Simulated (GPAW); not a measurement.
# PbSe (Clausthalite) (Fm-3m) in GPAW: notebook

Aim: see how the results for PbSe (Clausthalite) move with the level of theory and the settings. Levels: PBEsol, PBE. Tasks: single point.

Everything below comes from runs of GPAW 26.7.0. Logs are shortened: lines on timing, memory, paths and dates and some standing lists are left out, and cuts for length are marked. The log counts tension as positive stress, the text compression.

**The experiment to reproduce.**

From a printed reference work, monograph, for a bulk crystal of PbSe at 300 K: band gap 0.28 eV (direct).

The runs below are set against these values where they give the same quantity.

## 1. The structure

Symmetry: Fm-3m, No. 225, cubic system. The conventional cell has a = 6.121 Å, b = 6.121 Å, c = 6.121 Å, α = 90.00°, β = 90.00°, γ = 90.00°. Around Pb (site symmetry m-3m) lie 6 Se at 3.06 Å. Around Se (site symmetry m-3m) lie 6 Pb at 3.06 Å.

## 2. Single point, PBEsol

The input, run.py:

```python
from ase.dft.bandgap import bandgap
from ase.io import read, write
from ase.units import GPa
from gpaw import GPAW, PW, setup_paths

setup_paths.insert(0, '.')

atoms = read('PbSe.xyz')

calc = GPAW(mode=PW(600),
            xc='PBEsol',
            kpts={'size': (8, 8, 8), 'gamma': True},
            occupations={'name': 'methfessel-paxton', 'order': 0, 'width': 0.05},
            nbands=19,
            convergence={'density': 1e-05, 'energy': 1e-05},
            maxiter=150,
            txt='gpaw.txt')
atoms.calc = calc
energy = atoms.get_potential_energy()
forces = atoms.get_forces()
stress = atoms.get_stress()
calc.write('gs.gpw')
write('result.traj', atoms)
print(f'Energy: {energy:.6f} eV')
print('Forces (eV/A):')
print(forces.round(4))
print('Stress (GPa):', (stress / GPa).round(3))
print('Fermi level:', round(calc.get_fermi_level(), 4), 'eV')
print(f'Gap: {bandgap(calc)[0]:.4f} eV, direct: {bandgap(calc, direct=True)[0]:.4f} eV')
```

The input, PbSe.xyz:

```xyz
2
Lattice="0.0000000000 3.0606500000 3.0606500000 3.0606500000 0.0000000000 3.0606500000 3.0606500000 3.0606500000 0.0000000000" Properties=species:S:1:pos:R:3 pbc="T T T"
Pb     0.0000000000      0.0000000000      0.0000000000
Se     3.0606500000      3.0606500000      3.0606500000
```

Potentials or basis: PAW data sets generated in the run's folder for this functional, pw.

Command:

```console
$ gpaw-setup -f PBEsol Pb Se
$ OMP_NUM_THREADS=1 python run.py
```

gpaw.txt:

```text
__  _  _
 | _ |_)|_||  |
 |__||  | ||/\| - 26.7.0

Input parameters:
  mode=PW(ecut=600.0),
  convergence={'density': 1e-05, 'energy': 1e-05},
  kpts=MonkhorstPack(size=(8, 8, 8), gamma=True),
  maxiter=150,
  nbands=19,
  occupations=Occupations(name='methfessel-paxton', order=0, width=0.05),
  xc=XC(name='PBEsol')

Diagonalizing LCAO Hamiltonian
Converting LCAO to pw mode

                Se

       Pb

Atoms  # Å, Bohr magnetons
|   | symbol |        x |        y |        z |    initial magnetic moments |
|---|--------|----------|----------|----------|-----------------------------|
| 0 |     Pb | 0.000000 | 0.000000 | 0.000000 | ( 0.0000,  0.0000,  0.0000) |
| 1 |     Se | 3.060650 | 3.060650 | 3.060650 | ( 0.0000,  0.0000,  0.0000) |

Unit cell  # Å
| periodic |        x |        y |        z |  lengths |    angles |
|----------|----------|----------|----------|----------|-----------|
|      yes | 0.000000 | 3.060650 | 3.060650 | 4.328413 | 60.000000 |
|      yes | 3.060650 | 0.000000 | 3.060650 | 4.328413 | 60.000000 |
|      yes | 3.060650 | 3.060650 | 0.000000 | 4.328413 | 60.000000 |

Number of symmetries: 48
Symmetry operations  # r_c * U_cc + t_c -> r_c
|    | kind |            matrix            |
|----|------|------------------------------|
|  0 |  σ   |  1, 0, 0,  1, 0,-1,  1,-1, 0 |
|  1 |  C2  |  1, 0, 0,  1,-1, 0,  1, 0,-1 |
|  2 |  E   |  1, 0, 0,  0, 1, 0,  0, 0, 1 |
|  3 |  σ   |  1, 0, 0,  0, 0, 1,  0, 1, 0 |
|  4 |  C4  |  1, 0,-1,  1, 0, 0,  1,-1, 0 |
|  5 |  S6  |  1, 0,-1,  1,-1, 0,  1, 0, 0 |
|  6 |  σ   |  1, 0,-1,  0, 1,-1,  0, 0,-1 |
|  7 |  C3  |  1, 0,-1,  0, 0,-1,  0, 1,-1 |
|  8 |  S6  |  1,-1, 0,  1, 0, 0,  1, 0,-1 |
|  9 |  C4  |  1,-1, 0,  1, 0,-1,  1, 0, 0 |
| 10 |  C3  |  1,-1, 0,  0,-1, 1,  0,-1, 0 |
| 11 |  σ   |  1,-1, 0,  0,-1, 0,  0,-1, 1 |
| 12 |  σ   |  0, 1, 0,  1, 0, 0,  0, 0, 1 |
| 13 |  C4  |  0, 1, 0,  0, 1,-1, -1, 1, 0 |
| 14 |  C3  |  0, 1, 0,  0, 0, 1,  1, 0, 0 |
| 15 |  S6  |  0, 1, 0, -1, 1, 0,  0, 1,-1 |
| 16 |  C2  |  0, 1,-1,  1, 0,-1,  0, 0,-1 |
| 17 |  σ   |  0, 1,-1,  0, 1, 0, -1, 1, 0 |
| 18 |  S4  |  0, 1,-1,  0, 0,-1,  1, 0,-1 |
| 19 |  C4  |  0, 1,-1, -1, 1, 0,  0, 1, 0 |
| 20 |  C3  |  0, 0, 1,  1, 0, 0,  0, 1, 0 |
| 21 |  σ   |  0, 0, 1,  0, 1, 0,  1, 0, 0 |
| 22 |  S6  |  0, 0, 1,  0,-1, 1, -1, 0, 1 |
| 23 |  C4  |  0, 0, 1, -1, 0, 1,  0,-1, 1 |
| 24 |  S4  |  0, 0,-1,  1, 0,-1,  0, 1,-1 |
| 25 |  C3  |  0, 0,-1,  0, 1,-1,  1, 0,-1 |
| 26 |  C2  |  0, 0,-1,  0,-1, 0, -1, 0, 0 |
| 27 |  S6  |  0, 0,-1, -1, 0, 0,  0,-1, 0 |
| 28 |  S4  |  0,-1, 1,  1,-1, 0,  0,-1, 0 |
| 29 |  C4  |  0,-1, 1,  0, 0, 1, -1, 0, 1 |
| 30 |  C2  |  0,-1, 1,  0,-1, 0,  1,-1, 0 |
| 31 |  σ   |  0,-1, 1, -1, 0, 1,  0, 0, 1 |
| 32 |  C3  |  0,-1, 0,  1,-1, 0,  0,-1, 1 |
| 33 |  S6  |  0,-1, 0,  0, 0,-1, -1, 0, 0 |
| 34 |  S4  |  0,-1, 0,  0,-1, 1,  1,-1, 0 |
| 35 |  C2  |  0,-1, 0, -1, 0, 0,  0, 0,-1 |
| 36 |  C2  | -1, 1, 0,  0, 1, 0,  0, 1,-1 |
| 37 |  S6  | -1, 1, 0,  0, 1,-1,  0, 1, 0 |
| 38 |  S4  | -1, 1, 0, -1, 0, 1, -1, 0, 0 |
| 39 |  C3  | -1, 1, 0, -1, 0, 0, -1, 0, 1 |
| 40 |  S6  | -1, 0, 1,  0, 0, 1,  0,-1, 1 |
| 41 |  C2  | -1, 0, 1,  0,-1, 1,  0, 0, 1 |
| 42 |  C3  | -1, 0, 1, -1, 1, 0, -1, 0, 0 |
| 43 |  S4  | -1, 0, 1, -1, 0, 0, -1, 1, 0 |
| 44 |  C2  | -1, 0, 0,  0, 0,-1,  0,-1, 0 |
| 45 |  i   | -1, 0, 0,  0,-1, 0,  0, 0,-1 |
| 46 |  σ   | -1, 0, 0, -1, 1, 0, -1, 0, 1 |
| 47 |  C2  | -1, 0, 0, -1, 0, 1, -1, 1, 0 |

BZ-sampling:
  Number of BZ points: 512
  Number of IBZ points: 29

  Monkhorst-Pack size: [8, 8, 8]
  Monkhorst-Pack shift: [0.0625, 0.0625, 0.0625]

K-points  # in reciprocal-cell coordinates
|     |                                coordinates |     weight |
|-----|--------------------------------------------|------------|
|   0 | (  0.00000000,   0.00000000,   0.00000000) | 0.00195312 |
|   1 | (  0.12500000,   0.12500000,   0.00000000) | 0.01171875 |
|   2 | (  0.12500000,   0.12500000,   0.12500000) | 0.01562500 |
|   3 | (  0.25000000,   0.12500000,   0.12500000) | 0.02343750 |
|   4 | (  0.25000000,   0.25000000,   0.00000000) | 0.01171875 |
|   5 | (  0.25000000,   0.25000000,   0.12500000) | 0.04687500 |
|   6 | (  0.25000000,   0.25000000,   0.25000000) | 0.01562500 |
|   7 | (  0.37500000,   0.25000000,  -0.37500000) | 0.04687500 |
|   8 | (  0.37500000,   0.25000000,   0.12500000) | 0.04687500 |
|   9 | (  0.37500000,   0.25000000,   0.25000000) | 0.04687500 |
| ... |                                            |            |
|  28 | (  0.50000000,   0.50000000,   0.50000000) | 0.00781250 |

Plane wave coefficients: 1930
Cutoff: 600.0 eV

Spin-components: 1 (collinear spins)
Bands:           19
Projectors:      11
Spin-degeneracy: 2
Datatype:        complex128

Parallelization:
  kpt:    1
  domain: 1
  band:   1

Density:
  Valence electrons: 20.0
  Components: 1
  Grid points: [25 25 25]
  Charge: 0.0  # |e|

Potential:
  Grid points: [25 25 25]

species:
  Pb:
    name:    Lead
    Z:       82.0
    valence: 14
    core:    68
    charge:  0.0  # [|e|]
    compensation charges:
      type: gauss
      rc: 0.38  # [Å]
      lmax: 2
    cutoffs:
      filter: 2.36  # [Å]
      core: 2.43  # [Å]
    projectors
    | kind |    occ | energy [eV] | rcut [Å] |
    |------|--------|-------------|----------|
    |   6s |  2.000 |     -12.024 |    1.259 |
    |   6p |  2.000 |      -3.525 |    1.275 |
    |   5d | 10.000 |     -21.194 |    1.217 |
    |    s |        |      15.187 |    1.259 |
    |    p |        |      23.686 |    1.275 |
    |    d |        |       6.017 |    1.217 |

    Using partial waves for Pb as LCAO basis

  Se:
    name:    Selenium
    Z:       34.0
    valence: 6
    core:    28
    charge:  0.0  # [|e|]
    compensation charges:
      type: gauss
      rc: 0.27  # [Å]
      lmax: 2
    cutoffs:
      filter: 1.77  # [Å]
      core: 2.67  # [Å]
    projectors
    | kind |    occ | energy [eV] | rcut [Å] |
    |------|--------|-------------|----------|
    |   4s |  2.000 |     -17.281 |    0.847 |
    |   4p |  4.000 |      -6.511 |    1.005 |
    |    s |        |       9.930 |    0.847 |
    |    p |        |      20.700 |    1.005 |
    |    d |        |       0.000 |    0.847 |

    Using partial waves for Se as LCAO basis

Reference energy: -633181.325866  # eV

eigensolver:
  PPCG
  Converge bands: occupied
  niter=2

density mixing:
  MSR1-Mixer
  Pratt-step length: 0.05
  Maximum mixing coefficient: 0.75
  Old densities: 10
  SVD Regularization: 0.005
  Good broyden scale: 1.0
  Trust region scale: 1.0
  Backstep threshold: 4.0
  History deletion threshold: 6.0
  Fourier metric: weight=20.0, sigma=0.015

occupation numbers:
  Methfessel-Paxton:
    width: 0.0500  # eV
    order: 0

poisson solver:
  ecut: 4800.0  # eV

xc functional:
  name: PBEsol with 2 nearest neighbor stencil

convergence criteria:
- Maximum integral of absolute [dens]ity change: 1e-05 electrons / valence electron
- Maximum [total energy] change in last 3 cyles: 1e-05 eV / valence electron
- Maximum integral of absolute [eigenst]ate change: 4e-08 eV^2 / valence electron
maximum number of iterations: 150

SCF iterations
|iter     | |      energy | eigst |  dens |
|---------|-|-------------|-------|-------|
|iter:   1| |   -9.367936 | -0.24 |       |
|iter:   2| |   -9.314787 | -2.07 | -1.26 |
|iter:   3| |   -9.135876 | -2.02 | -1.31 |
|iter:   4| |   -9.135162 | -3.87 | -1.91 |
|iter:   5| |   -9.135228 | -4.53 | -2.33 |
|iter:   6| |   -9.135240c| -5.74 | -3.29 |
|iter:   7| |   -9.135242c| -6.82 | -3.86 |
|iter:   8| |   -9.135242c| -7.81c| -4.54 |
|iter:   9| |   -9.135242c| -7.97c| -5.32c|

Converged in 9 steps
Energy contributions relative to reference atoms: (reference = -633181.325866)

Energy contributions:
  Kinetic:          16.411498
  Coulomb:         -17.001422
  Zero:             -0.076900
  External:          0.000000
  Xc:               -8.468397
  Entropy:          -0.000040
  Spinorbit:         0.000000
  ----------------------------
  Free energy:      -9.135262
  Extrapolated:     -9.135242

dipole moment: (-25.905586, -25.905586, -25.905586)  # |e|*Ang

Fermi level: 6.059
Eigenvalues  # (at kpt = [0.000, 0.000, 0.000])
| band index |      eig [eV] | occ [0-2] |
|------------|---------------|-----------|
|          0 |       -10.805 |     2.000 |
|        ... |               |           |
|          2 |       -10.801 |     2.000 |
|          3 |       -10.801 |     2.000 |
|          4 |       -10.801 |     2.000 |
|          5 |        -7.648 |     2.000 |
|          6 |        -0.315 |     2.000 |
|          7 |         4.066 |     2.000 |
|          8 |         4.066 |     2.000 |
|          9 |         4.066 |     2.000 |
|         10 |        10.601 |     0.000 |
|         11 |        10.601 |     0.000 |
|         12 |        10.601 |     0.000 |
|         13 |        12.403 |     0.000 |
|         14 |        12.403 |     0.000 |
|         15 |        12.403 |     0.000 |
|         16 |        13.974 |     0.000 |
|         17 |        14.223 |     0.000 |
|         18 |        14.922 |     0.000 |

Gap: 0.155 eV
Transition (v -> c):
  (s=0, k=28, n=9, [0.50, 0.50, 0.50]) -> (s=0, k=28, n=10, [0.50, 0.50, 0.50])
No difference between direct/indirect transitions

Forces  # eV/Ang
|       x |        y |        z |
|---------|----------|----------|
| 0.00000 | -0.00000 | -0.00000 |  # Pb   0
| 0.00000 |  0.00000 |  0.00000 |  # Se   1

Stress tensor  # eV/Ang^3
|        x |        y |        z |
|----------|----------|----------|
| 0.004319 | 0.000000 | 0.000000 |
| 0.000000 | 0.004319 | 0.000000 |
| 0.000000 | 0.000000 | 0.004319 |

# Writing to gs.gpw (mode='')
```

Wall time 23 s (1 thread of Arm Neoverse V1, shared host); peak memory 0.17 GiB.

Results:

- Free energy: -9.1353 eV
- Pressure: -0.7 GPa
- Band gap on the k mesh: 0.15 eV, direct

Caveat: spin-orbit coupling is left out, which as a rule narrows the gap of such compounds by several tenths of an eV.

## 3. Single point, PBE

Edit run.py of step 2 so:

```diff
@@ -3,10 +3,8 @@
 from ase.units import GPa
-from gpaw import GPAW, PW, setup_paths
+from gpaw import GPAW, PW
 
-setup_paths.insert(0, '.')
-
-atoms = read('PbSe.xyz')
+atoms = read('POSCAR')
 
 calc = GPAW(mode=PW(600),
-            xc='PBEsol',
+            xc='PBE',
             kpts={'size': (8, 8, 8), 'gamma': True},
```

The input, POSCAR:

```
PbSe
1.0
    0.0000000000      3.0606500000      3.0606500000
    3.0606500000      0.0000000000      3.0606500000
    3.0606500000      3.0606500000      0.0000000000
Pb Se
1 1
Direct
    0.0000000000      0.0000000000      0.0000000000
    0.5000000000      0.5000000000      0.5000000000
```

Potentials or basis: GPAW PAW data sets (gpaw-data 1.2.1), pw.

Command:

```console
$ OMP_NUM_THREADS=1 python run.py
```

gpaw.txt:

```text
__  _  _
 | _ |_)|_||  |
 |__||  | ||/\| - 26.7.0

Input parameters:
  mode=PW(ecut=600.0),
  convergence={'density': 1e-05, 'energy': 1e-05},
  kpts=MonkhorstPack(size=(8, 8, 8), gamma=True),
  maxiter=150,
  nbands=19,
  occupations=Occupations(name='methfessel-paxton', order=0, width=0.05),
  xc=XC(name='PBE')

Diagonalizing LCAO Hamiltonian
Converting LCAO to pw mode

                Se

       Pb

Atoms  # Å, Bohr magnetons
|   | symbol |        x |        y |        z |    initial magnetic moments |
|---|--------|----------|----------|----------|-----------------------------|
| 0 |     Pb | 0.000000 | 0.000000 | 0.000000 | ( 0.0000,  0.0000,  0.0000) |
| 1 |     Se | 3.060650 | 3.060650 | 3.060650 | ( 0.0000,  0.0000,  0.0000) |

Unit cell  # Å
| periodic |        x |        y |        z |  lengths |    angles |
|----------|----------|----------|----------|----------|-----------|
|      yes | 0.000000 | 3.060650 | 3.060650 | 4.328413 | 60.000000 |
|      yes | 3.060650 | 0.000000 | 3.060650 | 4.328413 | 60.000000 |
|      yes | 3.060650 | 3.060650 | 0.000000 | 4.328413 | 60.000000 |

Number of symmetries: 48
Symmetry operations  # r_c * U_cc + t_c -> r_c
|    | kind |            matrix            |
|----|------|------------------------------|
|  0 |  σ   |  1, 0, 0,  1, 0,-1,  1,-1, 0 |
|  1 |  C2  |  1, 0, 0,  1,-1, 0,  1, 0,-1 |
|  2 |  E   |  1, 0, 0,  0, 1, 0,  0, 0, 1 |
|  3 |  σ   |  1, 0, 0,  0, 0, 1,  0, 1, 0 |
|  4 |  C4  |  1, 0,-1,  1, 0, 0,  1,-1, 0 |
|  5 |  S6  |  1, 0,-1,  1,-1, 0,  1, 0, 0 |
|  6 |  σ   |  1, 0,-1,  0, 1,-1,  0, 0,-1 |
|  7 |  C3  |  1, 0,-1,  0, 0,-1,  0, 1,-1 |
|  8 |  S6  |  1,-1, 0,  1, 0, 0,  1, 0,-1 |
|  9 |  C4  |  1,-1, 0,  1, 0,-1,  1, 0, 0 |
| 10 |  C3  |  1,-1, 0,  0,-1, 1,  0,-1, 0 |
| 11 |  σ   |  1,-1, 0,  0,-1, 0,  0,-1, 1 |
| 12 |  σ   |  0, 1, 0,  1, 0, 0,  0, 0, 1 |
| 13 |  C4  |  0, 1, 0,  0, 1,-1, -1, 1, 0 |
| 14 |  C3  |  0, 1, 0,  0, 0, 1,  1, 0, 0 |
| 15 |  S6  |  0, 1, 0, -1, 1, 0,  0, 1,-1 |
| 16 |  C2  |  0, 1,-1,  1, 0,-1,  0, 0,-1 |
| 17 |  σ   |  0, 1,-1,  0, 1, 0, -1, 1, 0 |
| 18 |  S4  |  0, 1,-1,  0, 0,-1,  1, 0,-1 |
| 19 |  C4  |  0, 1,-1, -1, 1, 0,  0, 1, 0 |
| 20 |  C3  |  0, 0, 1,  1, 0, 0,  0, 1, 0 |
| 21 |  σ   |  0, 0, 1,  0, 1, 0,  1, 0, 0 |
| 22 |  S6  |  0, 0, 1,  0,-1, 1, -1, 0, 1 |
| 23 |  C4  |  0, 0, 1, -1, 0, 1,  0,-1, 1 |
| 24 |  S4  |  0, 0,-1,  1, 0,-1,  0, 1,-1 |
| 25 |  C3  |  0, 0,-1,  0, 1,-1,  1, 0,-1 |
| 26 |  C2  |  0, 0,-1,  0,-1, 0, -1, 0, 0 |
| 27 |  S6  |  0, 0,-1, -1, 0, 0,  0,-1, 0 |
| 28 |  S4  |  0,-1, 1,  1,-1, 0,  0,-1, 0 |
| 29 |  C4  |  0,-1, 1,  0, 0, 1, -1, 0, 1 |
| 30 |  C2  |  0,-1, 1,  0,-1, 0,  1,-1, 0 |
| 31 |  σ   |  0,-1, 1, -1, 0, 1,  0, 0, 1 |
| 32 |  C3  |  0,-1, 0,  1,-1, 0,  0,-1, 1 |
| 33 |  S6  |  0,-1, 0,  0, 0,-1, -1, 0, 0 |
[... 108 lines left out ...]

    Using partial waves for Se as LCAO basis

Reference energy: -633377.995495  # eV

eigensolver:
  PPCG
  Converge bands: occupied
  niter=2

density mixing:
  MSR1-Mixer
  Pratt-step length: 0.05
  Maximum mixing coefficient: 0.75
  Old densities: 10
  SVD Regularization: 0.005
  Good broyden scale: 1.0
  Trust region scale: 1.0
  Backstep threshold: 4.0
  History deletion threshold: 6.0
  Fourier metric: weight=20.0, sigma=0.015

occupation numbers:
  Methfessel-Paxton:
    width: 0.0500  # eV
    order: 0

poisson solver:
  ecut: 4800.0  # eV

xc functional:
  name: PBE with 2 nearest neighbor stencil

convergence criteria:
- Maximum integral of absolute [dens]ity change: 1e-05 electrons / valence electron
- Maximum [total energy] change in last 3 cyles: 1e-05 eV / valence electron
- Maximum integral of absolute [eigenst]ate change: 4e-08 eV^2 / valence electron
maximum number of iterations: 150

SCF iterations
|iter     | |      energy | eigst |  dens |
|---------|-|-------------|-------|-------|
|iter:   1| |   -8.650817 | -0.26 |       |
|iter:   2| |   -8.591118 | -2.07 | -1.23 |
|iter:   3| |   -8.397269 | -1.90 | -1.28 |
|iter:   4| |   -8.398903 | -3.76 | -1.89 |
|iter:   5| |   -8.399586 | -4.32 | -2.29 |
|iter:   6| |   -8.399612 | -5.59 | -3.23 |
|iter:   7| |   -8.399615c| -6.72 | -3.76 |
|iter:   8| |   -8.399615c| -7.69c| -4.47 |
|iter:   9| |   -8.399615c| -7.81c| -5.22c|

Converged in 9 steps
Energy contributions relative to reference atoms: (reference = -633377.995495)

Energy contributions:
  Kinetic:          19.960683
  Coulomb:         -20.085679
  Zero:             -0.062266
  External:          0.000000
  Xc:               -8.212352
  Entropy:          -0.000001
  Spinorbit:         0.000000
  ----------------------------
  Free energy:      -8.399615
  Extrapolated:     -8.399615

dipole moment: (-25.874211, -25.874211, -25.874211)  # |e|*Ang

Fermi level: 6.264
Eigenvalues  # (at kpt = [0.000, 0.000, 0.000])
| band index |      eig [eV] | occ [0-2] |
|------------|---------------|-----------|
|          0 |       -10.722 |     2.000 |
|        ... |               |           |
|          2 |       -10.720 |     2.000 |
|          3 |       -10.720 |     2.000 |
|          4 |       -10.720 |     2.000 |
|          5 |        -7.475 |     2.000 |
|          6 |        -0.127 |     2.000 |
|          7 |         4.217 |     2.000 |
[... 9 lines left out ...]
|         17 |        14.532 |     0.000 |
|         18 |        15.113 |     0.000 |

Gap: 0.242 eV
Transition (v -> c):
  (s=0, k=28, n=9, [0.50, 0.50, 0.50]) -> (s=0, k=28, n=10, [0.50, 0.50, 0.50])
No difference between direct/indirect transitions

Forces  # eV/Ang
|       x |        y |        z |
|---------|----------|----------|
| 0.00000 | -0.00000 | -0.00000 |  # Pb   0
| 0.00000 | -0.00000 | -0.00000 |  # Se   1

Stress tensor  # eV/Ang^3
|         x |         y |         z |
|-----------|-----------|-----------|
| -0.013861 |  0.000000 | -0.000000 |
|  0.000000 | -0.013861 |  0.000000 |
| -0.000000 |  0.000000 | -0.013861 |

# Writing to gs.gpw (mode='')
```

stdout:

```text
Energy: -8.399615 eV
Forces (eV/A):
[[ 0. -0. -0.]
 [ 0. -0. -0.]]
Stress (GPa): [-2.221 -2.221 -2.221  0.    -0.     0.   ]
Fermi level: 6.2639 eV
Gap: 0.2416 eV, direct: 0.2416 eV
```

It took 18 s on 1 thread of Arm Neoverse V1, shared host; peak memory 0.17 GiB.

Results:

* Free energy: -8.3996 eV
* Pressure: 2.2 GPa
* Band gap on the k mesh: 0.24 eV, direct

Caveat: spin-orbit coupling is left out, which as a rule narrows the gap of such compounds by several tenths of an eV.

## 4. How close it comes

Step 2. Measured gap of PbSe: 0.28 eV (direct; 300 K; a printed reference work, monograph). This calculation gives 0.15 eV (-0.13 eV). 2 values of this kind are on record (0.15 to 0.28 eV); this one was drawn at random. Spin-orbit coupling on Pb, Se is left out. The value is that of PBEsol on a finite k mesh, which can miss the band edges, without temperature or zero-point motion. Semilocal functionals fall short of measured gaps as a rule.

Step 3. Against the measured gap of PbSe, 0.28 eV (direct; 300 K; a printed reference work, monograph), the calculated 0.24 eV is off by -0.04 eV. 2 values of this kind are on record (0.15 to 0.28 eV); this one was drawn at random. Spin-orbit coupling on Pb, Se is left out. The value is that of PBE on a finite k mesh, which can miss the band edges, without temperature or zero-point motion. Semilocal functionals fall short of measured gaps as a rule.
